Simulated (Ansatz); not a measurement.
CoH:

```
CELL_PARAMETERS angstrom
0.00000 1.84296 1.84296
1.84296 0.00000 1.84296
1.84296 1.84296 0.00000
ATOMIC_POSITIONS crystal
Co 0.00000 0.00000 0.00000
H 0.50000 0.50000 0.50000
```

The cell comes from a database or a generator and needn't be the stable form of this composition.

```yaml
Program: Ansatz 0.2.0
Task: relaxation of cell and atoms
Functional: r2SCAN
Potentials_or_basis: Ansatz PAW
Cutoff: "500 eV (not typed: the program's choice for these potentials)"
k_mesh: 12 × 12 × 12
Occupations: fermi-dirac, width 0.05 eV
Spin: collinear spin, ferromagnetic start
Starting_moments: "[2.0, 0.0] μB"
Hubbard_terms: Co d U = 8 eV
```

At the start: volume 6.26 Å³/atom.

Q: Where does the relaxation end?

A: It ends after 9 steps and the volume is 7.99 Å³/atom (+27.6 %); space group Fm-3m (No. 225, to 0.05 Å); moment 2.00 μB per cell.

The path:
```tsv
step	energy change (eV)	largest force (eV/Å)	volume (Å³)
1	0.0000	0.0000	12.52
2	-0.3215	0.0000	14.23
3	-0.3927	0.0000	15.38
4	-0.3998	0.0000	15.97
5	-0.3998	0.0000	15.95
6	-0.4075	0.0000	15.95
7	-0.4074	0.0000	15.98
8	-0.4074	0.0000	15.98
9	-0.4074	0.0000	15.98
```

Final structure:
```
Co H
1.0
     0.00000    1.99905    1.99905
     1.99905    0.00000    1.99905
     1.99905    1.99905    0.00000
Co H
1 1
Cartesian
  0.0000 0.0000 0.0000
  1.9991 1.9991 1.9991
```

Caveat: the magnetic or orbital state may not be the lowest; the electronic state changed during the relaxation; the volume moved by over 15 % at a fixed basis, so the end points are rough; the plane-wave basis is chosen anew once the cell has moved, so the energies of steps on either side of that aren't comparable; the PAW data sets come from PBE, with cores solved anew for the run's functional, which leaves a small shift of forces and pressure; the U is typed as a test and isn't derived for this compound.
